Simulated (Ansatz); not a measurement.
WC:

```
W C
1.0
     1.64035   -2.11804    0.00000
     1.64035    2.11804    0.00000
     0.00000    0.00000    4.30942
W C
1 1
Direct
  0.50000 0.50000 0.50000
  0.00000 0.00000 0.00000
```

The cell was built by a generator and needn't be a form met in nature.

Base run:

| Item | Value |
| --- | --- |
| Program | Ansatz 0.2.0 |
| Functional | BLYP |
| Potentials or basis | Ansatz PAW |
| Cutoff | 420 eV (not typed: the program's choice for these potentials) |
| k mesh | 10 × 10 × 6 |
| Occupations | fermi-dirac, width 0.05 eV |
| Spin | no spin polarisation |

Its results: band gap on the k mesh none (metal or under the smearing width); pressure -24.6 GPa.

**Question.** The run is repeated on the same cell with these changes: functional from BLYP to r2SCAN; cutoff from 420 eV (not typed: the program's choice for these potentials) to 500 eV (not typed: the program's choice for these potentials). What comes out?

**Answer.** Band gap on the k mesh none (metal or under the smearing width); pressure -35.7 GPa.

Caveats: spin-orbit coupling is left out, which moves the levels of the heavy elements; the PAW data sets come from PBE, with cores solved anew for the run's functional, which leaves a small shift of forces and pressure; so large a pressure means that the cell lies far from this level's equilibrium, or that cutoff or potentials fall short (some runs); a pressure of tens of GPa on the cell as given is suspect, and the run, the potentials or the cell itself is likely at fault (some runs).
